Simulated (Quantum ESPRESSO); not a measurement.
# Pb (P6_3/mmc) in Quantum ESPRESSO: further runs

Runs on Pb. Level: LDA. Tasks: single point, equation of state.

Program: Quantum ESPRESSO 7.5. These are calculated values, not measurements. Logs are shortened: lines on timing, memory, paths and dates and some standing lists are left out, and cuts for length are marked.

**1. Starting point**

Symmetry: P6_3/mmc, No. 194, hexagonal system. Conventional cell: a = 3.524 Å, b = 3.524 Å, c = 11.495 Å, α = 90.00°, β = 90.00°, γ = 120.00°. Around Pb (site symmetry -6m2) lie 12 Pb at 3.52 Å. Around Pb (site symmetry -3m) lie 12 Pb at 3.52 Å.

This isn't the form of Pb at room conditions, which is fcc.

**2. Single point, LDA, 29.06 Å³/atom**

pw.in reads:

```
&CONTROL
  calculation = 'scf'
  prefix = 'pwscf'
  outdir = './tmp'
  pseudo_dir = './pseudo'
  tstress = .true.
  disk_io = 'nowf'
/
&SYSTEM
  ibrav = 0
  nat = 4
  ntyp = 1
  ecutwfc = 45
  ecutrho = 360
  nbnd = 38
  occupations = 'smearing'
  smearing = 'fd'
  degauss = 0.00367493
/
&ELECTRONS
  conv_thr = 8d-10
  electron_maxstep = 120
  mixing_beta = 0.5
/
ATOMIC_SPECIES
Pb   207.2000 pb_lda_v1.uspp.F.UPF
CELL_PARAMETERS angstrom
   3.4524201150    0.0000000000    0.0000000000
  -1.7262100576    2.9898835242    0.0000000000
   0.0000000000    0.0000000000   11.2605791934
ATOMIC_POSITIONS crystal
Pb     0.6666666667    0.3333333333    0.7500000000
Pb     0.0000000000    0.0000000000    0.5000000000
Pb     0.3333333333    0.6666666667    0.2500000000
Pb     0.0000000000    0.0000000000    0.0000000000
K_POINTS automatic
9 9 3 0 0 0
```

Potentials or basis: GBRV 1.5 LDA.

The run is started by

```
$ OMP_NUM_THREADS=1 mpirun -n 2 pw.x -nk 2 -in pw.in > pw.out
```

pw.out:

```text
This program is part of the open-source Quantum ESPRESSO suite
     for quantum simulation of materials; please cite
[... 13 lines left out ...]
     --------------------
     sticks:   dense  smooth     PW     G-vecs:    dense   smooth      PW
     Sum        1057     517    163                90537    31975    5275

     Using Slab Decomposition

     bravais-lattice index     =            0
     lattice parameter (alat)  =       6.5241  a.u.
     unit-cell volume          =     784.3958 (a.u.)^3
     number of atoms/cell      =            4
     number of atomic types    =            1
     number of electrons       =        56.00
     number of Kohn-Sham states=           38
     kinetic-energy cutoff     =      45.0000  Ry
     charge density cutoff     =     360.0000  Ry
     scf convergence threshold =      8.0E-10
     mixing beta               =       0.5000
     number of iterations used =            8  plain     mixing
     Exchange-correlation= SLA  PZ   NOGX NOGC
                           (   1   1   0   0   0   0   0)

     celldm(1)=   6.524128  celldm(2)=   0.000000  celldm(3)=   0.000000
     celldm(4)=   0.000000  celldm(5)=   0.000000  celldm(6)=   0.000000

     crystal axes: (cart. coord. in units of alat)
               a(1) = (   1.000000   0.000000   0.000000 )
               a(2) = (  -0.500000   0.866025   0.000000 )
               a(3) = (   0.000000   0.000000   3.261648 )

     reciprocal axes: (cart. coord. in units 2 pi/alat)
               b(1) = (  1.000000  0.577350 -0.000000 )
               b(2) = (  0.000000  1.154701  0.000000 )
               b(3) = (  0.000000 -0.000000  0.306593 )

     PseudoPot. # 1 for Pb read from file:
     pb_lda_v1.uspp.F.UPF
     Pseudo is Ultrasoft + core correction, Zval = 14.0
     Generated by new atomic code, or converted to UPF format
     Using radial grid of  899 points,  6 beta functions with:
                l(1) =   0
                l(2) =   0
                l(3) =   1
                l(4) =   1
                l(5) =   2
                l(6) =   2
     Q(r) pseudized with  6 coefficients,  rinner =    1.000   1.000   1.000
                                                       1.000   1.000

     atomic species   valence    mass     pseudopotential
     Pb               14.00   207.20000     Pb( 1.00)

     24 Sym. Ops., with inversion, found (12 have fractional translation)

   Cartesian axes

     site n.     atom                  positions (alat units)
         1        Pb     tau(   1) = (   0.5000000   0.2886751   2.4462360  )
         2        Pb     tau(   2) = (   0.0000000   0.0000000   1.6308240  )
         3        Pb     tau(   3) = (  -0.0000000   0.5773503   0.8154120  )
         4        Pb     tau(   4) = (   0.0000000   0.0000000   0.0000000  )

     number of k points=    24  Fermi-Dirac smearing, width (Ry)=  0.0037
                       cart. coord. in units 2pi/alat
        k(    1) = (   0.0000000   0.0000000   0.0000000), wk =   0.0082305
        k(    2) = (   0.0000000   0.0000000   0.1021978), wk =   0.0164609
        k(    3) = (   0.0000000   0.1283001   0.0000000), wk =   0.0493827
        k(    4) = (   0.0000000   0.1283001   0.1021978), wk =   0.0987654
        k(    5) = (   0.0000000   0.2566001   0.0000000), wk =   0.0493827
        k(    6) = (   0.0000000   0.2566001   0.1021978), wk =   0.0987654
[... 16 lines left out ...]
        k(   23) = (   0.3333333   0.5773503   0.0000000), wk =   0.0164609
        k(   24) = (   0.3333333   0.5773503   0.1021978), wk =   0.0329218

     Dense  grid:    90537 G-vectors     FFT dimensions: (  40,  40, 144)

     Smooth grid:    31975 G-vectors     FFT dimensions: (  27,  27,  96)

     Check: negative core charge=   -0.000002

     Initial potential from superposition of free atoms

     starting charge      55.9928, renormalised to      56.0000

     negative rho (up, down):  6.307E-02 0.000E+00
     Starting wfcs are   36 randomized atomic wfcs +    2 random wfcs

     Self-consistent Calculation

     iteration #  1     ecut=    45.00 Ry     beta= 0.50
     Davidson diagonalization with overlap
     ethr =  1.00E-02,  avg # of iterations =  3.8

     Threshold (ethr) on eigenvalues was too large:
     Diagonalizing with lowered threshold

     Davidson diagonalization with overlap
     c_bands:  2 eigenvalues not converged
     ethr =  1.92E-05,  avg # of iterations =  7.5

     negative rho (up, down):  6.333E-02 0.000E+00

     total energy              =    -656.12041887 Ry
     estimated scf accuracy    <       0.01106431 Ry

     iteration #  2     ecut=    45.00 Ry     beta= 0.50
     Davidson diagonalization with overlap
     ethr =  1.98E-05,  avg # of iterations =  2.2

     negative rho (up, down):  6.395E-02 0.000E+00

     total energy              =    -656.12188325 Ry
     estimated scf accuracy    <       0.00073613 Ry

     iteration #  3     ecut=    45.00 Ry     beta= 0.50
     Davidson diagonalization with overlap
     c_bands:  2 eigenvalues not converged
     ethr =  1.31E-06,  avg # of iterations = 13.0

     negative rho (up, down):  6.430E-02 0.000E+00

     total energy              =    -656.12203404 Ry
     estimated scf accuracy    <       0.00023886 Ry

     iteration #  4     ecut=    45.00 Ry     beta= 0.50
     Davidson diagonalization with overlap
     c_bands:  2 eigenvalues not converged
     c_bands:  4 eigenvalues not converged
     ethr =  4.27E-07,  avg # of iterations = 10.5

     negative rho (up, down):  6.486E-02 0.000E+00

     total energy              =    -656.12210167 Ry
     estimated scf accuracy    <       0.00003176 Ry

     iteration #  5     ecut=    45.00 Ry     beta= 0.50
     Davidson diagonalization with overlap
     c_bands:  1 eigenvalues not converged
     ethr =  5.67E-08,  avg # of iterations =  8.0

     negative rho (up, down):  6.500E-02 0.000E+00

     total energy              =    -656.12211012 Ry
     estimated scf accuracy    <       0.00000030 Ry

     iteration #  6     ecut=    45.00 Ry     beta= 0.50
     Davidson diagonalization with overlap
     ethr =  5.32E-10,  avg # of iterations =  7.4

     negative rho (up, down):  6.503E-02 0.000E+00

     total energy              =    -656.12211057 Ry
     estimated scf accuracy    <       0.00000003 Ry

     iteration #  7     ecut=    45.00 Ry     beta= 0.50
     Davidson diagonalization with overlap
     ethr =  5.08E-11,  avg # of iterations =  5.9

     negative rho (up, down):  6.503E-02 0.000E+00

     End of self-consistent calculation

          k = 0.0000 0.0000 0.0000 (  3927 PWs)   bands (ev):

    -5.4878  -5.4717  -5.4442  -5.4442  -5.4269  -5.4261  -5.4203  -5.4203
    -5.4112  -5.4112  -5.3589  -5.3589  -5.2885  -5.2885  -5.2589  -5.2589
    -5.1866  -5.1866  -5.1264  -5.1264  -0.5270   0.7078   0.7514   3.3341
     7.1605  12.3747  12.3814  17.2861  17.2861  18.1211  18.1211  18.1881
    18.1881  18.6370  18.6405  18.6858  18.6920  19.1868

          k = 0.0000 0.0000 0.1022 (  3976 PWs)   bands (ev):

    -5.4842  -5.4761  -5.4392  -5.4392  -5.4277  -5.4277  -5.4264  -5.4259
    -5.3992  -5.3992  -5.3739  -5.3739  -5.2814  -5.2814  -5.2673  -5.2673
    -5.1678  -5.1678  -5.1387  -5.1387  -0.3875   0.0323   1.6735   2.7299
     8.0593   9.9939  15.0223  17.3952  17.3952  17.7019  17.7033  17.7033
    18.6404  18.6422  18.6457  18.6457  18.6911  18.6922

          k = 0.0000 0.1283 0.0000 (  3968 PWs)   bands (ev):

    -5.4783  -5.4743  -5.4409  -5.4364  -5.4302  -5.4135  -5.4082  -5.3940
    -5.3900  -5.3886  -5.3520  -5.3270  -5.3139  -5.2982  -5.2527  -5.2502
    -5.1998  -5.1893  -5.1514  -5.1233  -0.3070   0.9243   0.9679   3.4971
     7.4212  12.4836  12.4837  15.1824  16.2389  16.3216  16.4582  17.5780
    17.6260  17.7148  18.6448  18.6505  18.6963  18.7011

          k = 0.0000 0.1283 0.1022 (  3961 PWs)   bands (ev):

    -5.4779  -5.4759  -5.4408  -5.4384  -5.4226  -5.4126  -5.4095  -5.3993
    -5.3843  -5.3771  -5.3654  -5.3480  -5.2968  -5.2839  -5.2691  -5.2633
    -5.1834  -5.1671  -5.1607  -5.1360  -0.1673   0.2521   1.8800   2.9150
     8.2890  10.1726  14.9173  15.3828  15.6609  16.5939  16.9886  17.0565
    17.1554  18.1004  18.3465  18.6506  18.6977  19.0375

          k = 0.0000 0.2566 0.0000 (  3982 PWs)   bands (ev):

    -5.5213  -5.4951  -5.4641  -5.4329  -5.4141  -5.3854  -5.3837  -5.3731
    -5.3563  -5.3381  -5.3071  -5.3003  -5.2948  -5.2451  -5.2385  -5.2190
    -5.2073  -5.1963  -5.1925  -5.1162   0.3539   1.5662   1.6104   3.9666
     8.1730  11.8383  12.1991  12.5101  13.9992  14.1116  15.2046  15.2265
    16.5179  16.5639  17.8460  18.6433  18.6687  18.7656

          k = 0.0000 0.2566 0.1022 (  3979 PWs)   bands (ev):

    -5.5180  -5.5061  -5.4524  -5.4293  -5.4107  -5.3854  -5.3841  -5.3741
    -5.3675  -5.3492  -5.3098  -5.3005  -5.2772  -5.2460  -5.2409  -5.2289
    -5.2072  -5.1992  -5.1648  -5.1300   0.4930   0.9084   2.4872   3.4516
     8.9205  10.5151  12.2614  12.8506  13.5962  14.6544  15.3613  15.8194
    15.9976  17.4432  17.6022  18.3352  18.6434  18.6479

          k = 0.0000 0.3849 0.0000 (  4002 PWs)   bands (ev):

    -5.5723  -5.5233  -5.5120  -5.4561  -5.4533  -5.4063  -5.4004  -5.3881
    -5.2976  -5.2924  -5.2921  -5.2716  -5.2533  -5.2123  -5.1771  -5.1526
    -5.1517  -5.1498  -5.1477  -5.1059   1.4330   2.5784   2.6291   4.5803
     9.2039   9.3712  10.2093  10.2442  12.3488  13.9516  14.2155  14.4910
    15.5997  15.6468  16.2597  17.9071  18.2344  18.5940

          k = 0.0000 0.3849 0.1022 (  4008 PWs)   bands (ev):

    -5.5655  -5.5454  -5.4854  -5.4542  -5.4382  -5.4104  -5.4022  -5.3894
    -5.3658  -5.3438  -5.2308  -5.2292  -5.2172  -5.2141  -5.1724  -5.1718
    -5.1653  -5.1578  -5.1388  -5.1180   1.5679   1.9663   3.4107   4.2054
     9.0745   9.4433  10.2211  11.3270  11.5360  12.7095  14.3815  14.8656
    15.6721  16.5615  16.5690  17.4746  18.3794  18.4370

          k = 0.0000 0.5132 0.0000 (  4006 PWs)   bands (ev):

    -5.6045  -5.5500  -5.5383  -5.4859  -5.4729  -5.4228  -5.4204  -5.4161
    -5.3319  -5.2953  -5.2552  -5.2499  -5.2230  -5.1475  -5.1393  -5.1205
    -5.1059  -5.1001  -5.0838  -5.0772   2.7684   3.5802   3.7323   4.6806
     7.6388   8.0020   9.0271  10.2250  10.9867  12.9259  13.6818  15.0894
    15.1070  15.1372  16.1064  17.3812  17.8807  18.0145
[... 75 lines left out ...]
    -5.5046  -5.4941  -5.4586  -5.4353  -5.4292  -5.4091  -5.4062  -5.3802
    -5.3297  -5.3270  -5.2966  -5.2578  -5.2529  -5.2435  -5.2135  -5.1797
    -5.1510  -5.1429  -5.1068  -5.0936   2.0473   3.1303   3.1845   4.8249
     9.5629   9.8894   9.9502  10.1209  10.8446  11.7619  12.5138  13.8999
    14.4524  14.6225  15.4050  15.8189  18.3695  18.7020

          k = 0.2222 0.3849 0.1022 (  4017 PWs)   bands (ev):

    -5.4994  -5.4791  -5.4761  -5.4523  -5.4269  -5.4195  -5.3971  -5.3801
    -5.3209  -5.3110  -5.2851  -5.2619  -5.2521  -5.2432  -5.2243  -5.2001
    -5.1586  -5.1317  -5.0988  -5.0940   2.1777   2.5592   3.8834   4.5431
     9.4093   9.4421  10.1265  10.5499  11.2260  12.0587  13.0131  13.1050
    13.2386  14.0235  16.5414  16.5755  18.6457  18.6460

          k = 0.2222 0.5132 0.0000 (  4013 PWs)   bands (ev):

    -5.5178  -5.4930  -5.4681  -5.4408  -5.4339  -5.4179  -5.3863  -5.3580
    -5.3354  -5.3185  -5.2757  -5.2340  -5.2290  -5.2082  -5.1822  -5.1807
    -5.1645  -5.1382  -5.1034  -5.1021   3.2938   4.0036   4.1297   4.7534
     8.3229   8.6841   9.6482   9.9172  10.8131  10.9664  11.9583  12.0615
    13.6835  13.9531  15.1864  16.2012  18.5045  18.6472

          k = 0.2222 0.5132 0.1022 (  4011 PWs)   bands (ev):

    -5.5157  -5.5071  -5.4580  -5.4489  -5.4246  -5.4173  -5.3883  -5.3548
    -5.3185  -5.3059  -5.2897  -5.2474  -5.2406  -5.2142  -5.1815  -5.1796
    -5.1624  -5.1329  -5.1024  -5.0982   3.3958   3.6765   4.4368   4.6750
     8.4721   8.7649   9.4141   9.5727  10.8202  11.2436  11.8237  12.8589
    12.9474  14.2214  15.2669  15.9263  18.3758  18.6510

          k = 0.3333 0.5774 0.0000 (  3993 PWs)   bands (ev):

    -5.4840  -5.4829  -5.4829  -5.4335  -5.4335  -5.3781  -5.3735  -5.3092
    -5.3092  -5.3032  -5.2472  -5.2472  -5.2430  -5.2430  -5.1993  -5.1993
    -5.1610  -5.1483  -5.1483  -5.1233   4.2157   4.3054   4.3054   4.4936
     8.9232   9.1767   9.1767   9.3807   9.3807  11.0066  11.8097  11.8097
    12.6558  14.0376  14.0376  16.6211  18.6464  18.6466

          k = 0.3333 0.5774 0.1022 (  3987 PWs)   bands (ev):

    -5.5066  -5.5066  -5.4685  -5.4275  -5.3802  -5.3802  -5.3331  -5.3118
    -5.3118  -5.3099  -5.2904  -5.2904  -5.2318  -5.2318  -5.2124  -5.2124
    -5.1515  -5.1326  -5.1301  -5.1301   4.2786   4.3068   4.3068   4.4168
     8.8258   8.8258   9.2723  10.0947  10.0947  10.1821  11.1435  11.1435
    13.7854  14.6389  14.6389  15.5478  18.1605  18.1606

     the Fermi energy is    11.5476 ev

!    total energy              =    -656.12211058 Ry
     estimated scf accuracy    <          3.7E-10 Ry
     smearing contrib. (-TS)   =      -0.00060759 Ry
     internal energy E=F+TS    =    -656.12150299 Ry

     The total energy is F=E-TS. E is the sum of the following terms:
     one-electron contribution =    -115.59191688 Ry
     hartree contribution      =     101.78046300 Ry
     xc contribution           =    -252.55797008 Ry
     ewald contribution        =    -389.75207903 Ry

     convergence has been achieved in   7 iterations

     Computing stress (Cartesian axis) and pressure

     negative rho (up, down):  6.503E-02 0.000E+00
          total   stress  (Ry/bohr**3)                   (kbar)     P=       -4.89
  -0.00004698  -0.00000000   0.00000000           -6.91       -0.00        0.00
  -0.00000000  -0.00004698   0.00000000           -0.00       -6.91        0.00
   0.00000000   0.00000000  -0.00000586            0.00        0.00       -0.86

=------------------------------------------------------------------------------=
   JOB DONE.
=------------------------------------------------------------------------------=
```

Run time: 65 s. Hardware: 2 MPI ranks of Arm Neoverse N1, shared host; peak memory 0.48 GiB.

What came out:

* Free energy: -8926.9961 eV
* Pressure: -0.5 GPa
* Band gap on the k mesh: none (metal or under the smearing width)

**3. Single point, LDA, 29.68 Å³/atom**

pw.in, as its differences from that of step 2:

```diff
@@ -27,5 +27,5 @@
 CELL_PARAMETERS angstrom
-   3.4524201150    0.0000000000    0.0000000000
-  -1.7262100576    2.9898835242    0.0000000000
-   0.0000000000    0.0000000000   11.2605791934
+   3.4767337338    0.0000000000    0.0000000000
+  -1.7383668669    3.0109397357    0.0000000000
+   0.0000000000    0.0000000000   11.3398816597
 ATOMIC_POSITIONS crystal
```

Potentials or basis: GBRV 1.5 LDA.

The run is started by

```
$ OMP_NUM_THREADS=1 mpirun -n 2 pw.x -nk 2 -in pw.in > pw.out
```

Run time: 67 s. Hardware: 2 MPI ranks of Arm Neoverse N1, shared host; peak memory 0.5 GiB.

Results (log left out):

| Property | Result |
| --- | --- |
| Free energy | -8926.9821 eV |
| Pressure | -1.5 GPa |
| Band gap on the k mesh | none (metal or under the smearing width) |

**4. Single point, LDA, 30.30 Å³/atom**

pw.in, as its differences from that of step 3:

```diff
@@ -27,5 +27,5 @@
 CELL_PARAMETERS angstrom
-   3.4767337338    0.0000000000    0.0000000000
-  -1.7383668669    3.0109397357    0.0000000000
-   0.0000000000    0.0000000000   11.3398816597
+   3.5007119655    0.0000000000    0.0000000000
+  -1.7503559828    3.0317054935    0.0000000000
+   0.0000000000    0.0000000000   11.4180902115
 ATOMIC_POSITIONS crystal
```

The run is started by

```
$ OMP_NUM_THREADS=1 mpirun -n 2 pw.x -nk 2 -in pw.in > pw.out
```

Run time: 74 s. Hardware: 2 MPI ranks of Arm Neoverse N1, shared host; peak memory 0.5 GiB.

It converged, with:

| Quantity | Value |
| --- | --- |
| Free energy | -8926.9532 eV |
| Pressure | -2.4 GPa |
| Band gap on the k mesh | none (metal or under the smearing width) |

**5. Single point, LDA, 30.91 Å³/atom**

pw.in, as its differences from that of step 4:

```diff
@@ -27,5 +27,5 @@
 CELL_PARAMETERS angstrom
-   3.5007119655    0.0000000000    0.0000000000
-  -1.7503559828    3.0317054935    0.0000000000
-   0.0000000000    0.0000000000   11.4180902115
+   3.5243661423    0.0000000000    0.0000000000
+  -1.7621830712    3.0521906115    0.0000000000
+   0.0000000000    0.0000000000   11.4952418100
 ATOMIC_POSITIONS crystal
```

The run is started by

```
$ OMP_NUM_THREADS=1 mpirun -n 2 pw.x -nk 2 -in pw.in > pw.out
```

Run time: 64 s. Hardware: 2 MPI ranks of Arm Neoverse N1, shared host; peak memory 0.52 GiB.

Results (log left out):

```
Free energy            : -8926.9109 eV
Pressure               : -3.2 GPa
Band gap on the k mesh : none (metal or under the smearing width)
```

**6. Single point, LDA, 31.53 Å³/atom**

pw.in, as its differences from that of step 5:

```diff
@@ -27,5 +27,5 @@
 CELL_PARAMETERS angstrom
-   3.5243661423    0.0000000000    0.0000000000
-  -1.7621830712    3.0521906115    0.0000000000
-   0.0000000000    0.0000000000   11.4952418100
+   3.5477069956    0.0000000000    0.0000000000
+  -1.7738534979    3.0724043834    0.0000000000
+   0.0000000000    0.0000000000   11.5713714578
 ATOMIC_POSITIONS crystal
```

Potentials or basis: GBRV 1.5 LDA.

The run is started by

```
$ OMP_NUM_THREADS=1 mpirun -n 2 pw.x -nk 2 -in pw.in > pw.out
```

Run time: 65 s. Hardware: 2 MPI ranks of Arm Neoverse N1, shared host; peak memory 0.52 GiB.

The run converged. Its results:

```yaml
Free_energy: -8926.8570 eV
Pressure: -3.9 GPa
Band_gap_on_the_k_mesh: none (metal or under the smearing width)
```

**7. Single point, LDA, 32.15 Å³/atom**

pw.in, as its differences from that of step 6:

```diff
@@ -27,5 +27,5 @@
 CELL_PARAMETERS angstrom
-   3.5477069956    0.0000000000    0.0000000000
-  -1.7738534979    3.0724043834    0.0000000000
-   0.0000000000    0.0000000000   11.5713714578
+   3.5707446996    0.0000000000    0.0000000000
+  -1.7853723498    3.0923556203    0.0000000000
+   0.0000000000    0.0000000000   11.6465123390
 ATOMIC_POSITIONS crystal
```

The run is started by

```
$ OMP_NUM_THREADS=1 mpirun -n 2 pw.x -nk 2 -in pw.in > pw.out
```

It took 75 s on 2 MPI ranks of Arm Neoverse N1, shared host; peak memory 0.54 GiB.

The run converged. Its results:

- Free energy: -8926.7926 eV
- Pressure: -4.6 GPa
- Band gap on the k mesh: none (metal or under the smearing width)

**8. Single point, LDA, 32.77 Å³/atom**

pw.in, as its differences from that of step 7:

```diff
@@ -27,5 +27,5 @@
 CELL_PARAMETERS angstrom
-   3.5707446996    0.0000000000    0.0000000000
-  -1.7853723498    3.0923556203    0.0000000000
-   0.0000000000    0.0000000000   11.6465123390
+   3.5934889096    0.0000000000    0.0000000000
+  -1.7967444549    3.1120526840    0.0000000000
+   0.0000000000    0.0000000000   11.7206959463
 ATOMIC_POSITIONS crystal
```

The run is started by

```
$ OMP_NUM_THREADS=1 mpirun -n 2 pw.x -nk 2 -in pw.in > pw.out
```

It took 80 s on 2 MPI ranks of Arm Neoverse N1, shared host; peak memory 0.54 GiB.

Results (log left out):

- Free energy: -8926.7192 eV
- Pressure: -5.1 GPa
- Band gap on the k mesh: none (metal or under the smearing width)

**9. Equation of state, LDA**

Potentials or basis: GBRV 1.5 LDA.

This step only gathers the single runs of the series.

Results:

```
Equilibrium volume                        : 28.85 Å³/atom (rough: see the caveat)
Bulk modulus at fixed shape and positions : 53 GPa (rough)
```

Energy against volume, from the lowest point:
| volume (Å³/atom) | energy (meV/atom) |
| --- | --- |
| 29.059 | 0.00 |
| 29.677 | 3.51 |
| 30.295 | 10.72 |
| 30.914 | 21.29 |
| 31.532 | 34.76 |
| 32.150 | 50.87 |
| 32.769 | 69.23 |

Caveat: the minimum lies outside the volumes run; the cell was scaled at fixed shape and fractional positions, which overstates the stiffness of a crystal with free parameters, most of all of layers and chains. Spin-orbit coupling is left out, which matters for the levels of Pb.
